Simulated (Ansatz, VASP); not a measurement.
One calculation of MgO, two programs

```
Mg O
1.0
     0.00000    2.10850    2.10850
     2.10850    0.00000    2.10850
     2.10850    2.10850    0.00000
Mg O
1 1
Cartesian
  0.0000 0.0000 0.0000
  2.1085 2.1085 2.1085
```

Alike in both runs: task relaxation of cell and atoms; functional r2SCAN; k mesh 10 × 10 × 10; occupations gaussian, width 0.02 eV; no spin polarisation.

```csv
,VASP,Ansatz
version,VASP 6.6.1,Ansatz 0.2.0
potentials or method,"VASP PAW PBE potentials, release 64 (Mg, O)","scalar-relativistic, plane waves, PAW"
plane-wave cutoff (eV),600,500
valence electrons in the cell,8,16
```

Ansatz gave:

```
gap on the k mesh at the Fermi level, each at its own relaxed structure (eV) : 5.68
relaxed volume (Å³/atom)                                                     : 9.29
relaxed cell length with the largest relative difference (Å)                 : 2.973
energy change over the relaxation (meV/atom)                                 : 0
```

Question: Which values does VASP return?

Answer: gap on the k mesh at the Fermi level, each at its own relaxed structure (eV): 5.75; relaxed volume (Å³/atom): 9.21; relaxed cell length with the largest relative difference (Å): 2.965; energy change over the relaxation (meV/atom): -1.

The two sets of potentials don't hold the same shells in valence.

Caveats: the PAW data sets were made with another functional, which shifts forces and pressure a little (VASP). r2SCAN opens gaps a little over a GGA but as a rule still falls short of measured ones.
